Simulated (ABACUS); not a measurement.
Here is an ABACUS 3.10.1 calculation.

The input INPUT:

```
INPUT_PARAMETERS
suffix              Sb
calculation         scf
basis_type          lcao
pseudo_dir          ./
orbital_dir         ./
symmetry            1
dft_functional      pbe
ecutwfc             100
pseudo_rcut         10
nspin               1
nbands              19
ks_solver           genelpa
smearing_method     fd
smearing_sigma      0.00367493
scf_thr             1e-07
scf_nmax            100
mixing_type         broyden
mixing_beta         0.7
cal_force           1
cal_stress          1
out_mul             1
```

File STRU:

```
ATOMIC_SPECIES
Sb 121.7600 Sb.upf

NUMERICAL_ORBITAL
Sb_confined-atom_8au_2s2p2d.orb

LATTICE_CONSTANT
1.8897261246

LATTICE_VECTORS
2.1542000000 1.2437279499 3.7580000000
-2.1542000000 1.2437279499 3.7580000000
0.0000000000 -2.4874558998 3.7580000000

ATOMIC_POSITIONS
Direct

Sb
0.0
2
0.7676430000 0.7550740000 0.7647910000 1 1 1
0.2500380000 0.2274410000 0.2223170000 1 1 1
```

Contents of KPT:

```
K_POINTS
0
Gamma
8 8 8 0 0 0
```

Potentials or basis: PseudoDojo NC SR 0.4.1 PBE standard, DZP LCAO (the cutoffs set its grid).

Run with:

```console
$ OMP_NUM_THREADS=1 mpirun -np 4 abacus > log
```

Predict the pressure.

3.2 GPa.

Predict the largest force.

0.182 eV/Å.

What does it give for the band gap on the k mesh?

None (metal or under the smearing width).

Stress tensor (GPa, compression positive):
```
 3.67  0.16 -0.28
 0.16  3.35 -0.52
-0.28 -0.52  2.58
```

Caveat: the atomic orbitals were generated for these runs and aren't a published set; the basis of atomic orbitals isn't converged, which shifts pressures, moduli and gaps. The run has no spin-orbit coupling, so splittings on Sb are missing.
